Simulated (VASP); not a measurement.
Li2O:

```
Li O
1.0
     0.00000    2.31350    2.31350
     2.31350    0.00000    2.31350
     2.31350    2.31350    0.00000
Li O
2 1
Direct
  0.25000 0.25000 0.25000
  0.75000 0.75000 0.75000
  0.00000 0.00000 0.00000
```

* Program: VASP 6.6.1
* Task: relaxation of cell and atoms
* Functional: PBE
* Dispersion: D3(BJ)
* Potentials or basis: VASP PAW PBE potentials, release 64 (Li_sv, O)
* Cutoff: 600 eV
* k mesh: 8 × 8 × 8
* Occupations: gaussian, width 0.02 eV
* Spin: no spin polarisation

At the start: pressure -5.6 GPa; volume 8.26 Å³/atom.

Problem. How do energy, volume and symmetry change on relaxing?

Solution. Over 4 steps the energy falls by 10.5 meV/atom and the volume is 7.69 Å³/atom (-6.9 %); space group Fm-3m (No. 225, to 0.05 Å).

Step by step:
| step | energy change (eV) | largest force (eV/Å) | pressure (GPa) | volume (Å³) |
| --- | --- | --- | --- | --- |
| 1 | 0.0000 | 0.0000 | -5.61 | 24.77 |
| 2 | -0.0262 | 0.0000 | -2.49 | 23.74 |
| 3 | -0.0316 | 0.0000 | -0.12 | 23.10 |
| 4 | -0.0316 | 0.0000 | 0.00 | 23.06 |

Final structure:
```
CELL_PARAMETERS angstrom
0.00000 2.25927 2.25927
2.25927 0.00000 2.25927
2.25927 2.25927 0.00000
ATOMIC_POSITIONS crystal
Li 0.25000 0.25000 0.25000
Li 0.75000 0.75000 0.75000
O 0.00000 0.00000 0.00000
```

Caveat: the cutoff is under 1.25 times the usual one of these potentials, so pressure, stress and relaxed cells hold a basis-set (Pulay) error.
